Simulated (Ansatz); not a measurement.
This is a relaxation of cell and atoms with Ansatz 0.2.0 on SrO (started from an entry of an open crystallographic database); the level of theory is r2SCAN. It starts from the PBE minimum.

Input file:
```yaml
crystal:
  lattice:
    - [0.0, 2.5973730392, 2.5973730392]
    - [2.5973730392, 0.0, 2.5973730392]
    - [2.5973730392, 2.5973730392, 0.0]
  atoms:
    - { symbol: Sr, position: [0.5, 0.5, 0.5] }
    - { symbol: O, position: [0.0, 0.0, 0.0] }
kpoints:
  mp_grid: { grid: [8, 8, 8] }
hamiltonian:
  xc: r2scan
scf:
  occupations: { method: fermi_dirac, width: 0.02 }
relax:
  f_tol: 0.005
  cell: {}
output:
  write_density: true
  write_potential: true
  elf: true
  volumetric_format: npy
```

Command: `ansatz run input.yaml --threads 2 --pin off --max-ram 2211MiB --backend cpu --events-out ev --progress --plain --runs-dir out`. Wall time 3 s on 2 threads of Intel(R) Xeon(R) 6975P-C (Granite Rapids) (shared host); peak host memory 0.48 GiB.

What the program printed (shortened):
```
Functional definition: r2SCAN
Crystal: 2 atoms, lattice volume = 35.046 Å³
Basis set: ecut = 500 eV, 893 PW (Γ)
Bands: 12, of which v1, the nominal top of the filled ones, is band 8 counted from 1 (7 counted from 0)
Symmetry: 48 space group operations
Space group: Fm-3m (ITA 225)
k-points: 29 of 512
SCF 1 converged in 7 iterations: F = -4127.051294 eV  dr2 = 2.22e-8
relax step 1: F+E_penalty+E_count = -4127.05129390 eV  P = -1.811 GPa  Ω = 35.046 Å³
SCF 2 converged in 5 iterations: F = -4127.050731 eV  dr2 = 1.34e-7
relax step 2: F+E_penalty+E_count = -4127.05073109 eV  P = +2.167 GPa  Ω = 33.592 Å³  (rejected)
SCF 3 converged in 8 iterations: F = -4127.055503 eV  dr2 = 5.21e-12
relax step 3: F+E_penalty+E_count = -4127.05550256 eV  P = -0.072 GPa  Ω = 34.369 Å³
SCF 4 converged in 4 iterations: F = -4127.055515 eV  dr2 = 1.09e-9
relax step 4: F+E_penalty+E_count = -4127.05551493 eV  P = -0.001 GPa  Ω = 34.343 Å³
SCF 5 converged in 5 iterations: F = -4127.055325 eV  dr2 = 1.49e-11
relax step 5: F+E_penalty+E_count = -4127.05532468 eV  P = +0.003 GPa  Ω = 34.343 Å³  (SCF on a basis re-selected at this cell)
Free energy (F): -4127.055325 eV
Fermi energy:    9.396941 eV
--- Per-component energies (eV) ---
  E_band       = -71.526093
  E_kinetic    = 424.230212
  E_local      = -869.637198
  E_nonlocal   = 248.877557
  E_hartree    = 236.558869
  E_xc         = -239.165889
  E_vxc        = -286.629053
  E_paw        = -2875.199692
  E_vpaw       = -77.961019
  E_vtau       = 16.474631
  E_ewald      = -1052.542293
  E_core_change = -0.177977
--- Stress (GPa, compression-positive) ---
        0.002915       0.000000       0.000000
        0.000000       0.002915       0.000000
        0.000000       0.000000       0.002915
  P = ⅓ Tr σ = 0.0029 GPa (0.029 kbar)
--- Relaxed structure (4 steps of the walk, 3 accepted, 1 SCFs on fresh bases) ---
  F+E_penalty+E_count = -4127.05532468 eV
  cell:  # Å, volume = 34.3427 Å³
    - [0.000000, 2.579893, 2.579893]
    - [2.579893, 0.000000, 2.579893]
    - [2.579893, 2.579893, 0.000000]
  atoms:
    - { symbol: Sr, position: [0.500000, 0.500000, 0.500000] }
    - { symbol: O, position: [0.000000, 0.000000, 0.000000] }
```

Planar averages along the third cell vector, from rho_z.tsv and v_z.tsv (valence density with its augmentation; electrostatic potential energy of an electron, of which only differences have a meaning):
```csv
z (Å),ρ (e/Å³),v_es (eV)
0.00,0.644,6.28
0.14,0.621,6.39
0.27,0.558,6.71
0.41,0.471,7.10
0.54,0.386,7.43
0.68,0.328,7.61
0.81,0.310,7.27
0.95,0.331,5.87
1.08,0.379,3.48
1.22,0.440,0.51
1.35,0.497,-2.71
1.49,0.535,-5.70
1.62,0.553,-7.99
1.76,0.559,-9.23
1.89,0.559,-9.23
2.03,0.553,-7.99
2.16,0.535,-5.70
2.30,0.497,-2.71
2.43,0.440,0.51
2.57,0.379,3.48
2.70,0.331,5.87
2.84,0.310,7.27
2.97,0.328,7.61
3.11,0.386,7.43
3.24,0.471,7.10
3.38,0.558,6.71
3.51,0.621,6.39
```

The walk took 4 steps and changed the volume by -2.0 %. The last SCF, on a fresh basis, lies 2.0 meV an atom below the first. At the end: the symmetry is Fm-3m (No. 225, cubic); conventional cell a = 5.160 Å, 17.17 Å³ an atom. Around Sr lie 6 O at 2.58 Å; around O lie 6 Sr at 2.58 Å.

Spin-unpolarised throughout; all numbers are computed.
